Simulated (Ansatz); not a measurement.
Wanted: the native input for an Ansatz 0.2.0 run.

```
Task                : single point
Functional          : HSE06
Potentials or basis : Ansatz PAW
Cutoff              : 420 eV (not typed: the program's choice for these potentials)
k mesh              : 4 × 4 × 4
Occupations         : fermi-dirac, width 0.05 eV
Spin                : spin-orbit coupling, no magnetisation
```

Crystal: PbSe (Clausthalite).

```
Pb Se
1.0
     0.00000    3.06065    3.06065
     3.06065    0.00000    3.06065
     3.06065    3.06065    0.00000
Pb Se
1 1
Direct
  0.00000 0.00000 0.00000
  0.50000 0.50000 0.50000
```

One way to write it, as run:

input.yaml

```yaml
crystal:
  lattice:
    - [0.0, 3.06065, 3.06065]
    - [3.06065, 0.0, 3.06065]
    - [3.06065, 3.06065, 0.0]
  atoms:
    - { symbol: Pb, position: [0.0, 0.0, 0.0] }
    - { symbol: Se, position: [0.5, 0.5, 0.5] }
hamiltonian:
  xc: hse06
  pseudopotentials: { kind: paw_fr }
magnetization:
  noncollinear: true
  spin_orbit: true
kpoints:
  mp_grid: { grid: [4, 4, 4] }
scf:
  occupations: { method: fermi_dirac, width: 0.05 }
output:
  forces: true
  stress: true
  eigenvalues: true
```

Potentials or basis: Ansatz PAW.

Launch:

```console
$ ansatz run input.yaml --threads 2 --pin off --max-ram 5632MiB --backend cpu --events-out ev --progress --plain --runs-dir out
```

It gave:

```json
{
 "Pressure": "0.7 GPa"
}
```

Caveat: the k mesh is coarse (spacing up to 0.44 Å⁻¹), so the values aren't converged, least of all with exact exchange; the PAW data sets come from PBE, with cores solved anew for the run's functional, which leaves a small shift of forces and pressure; the thresholds are loose for stress.

Run time: 86 s on 2 threads of Arm Neoverse V1, on a shared host, peak memory 1.2 GiB.
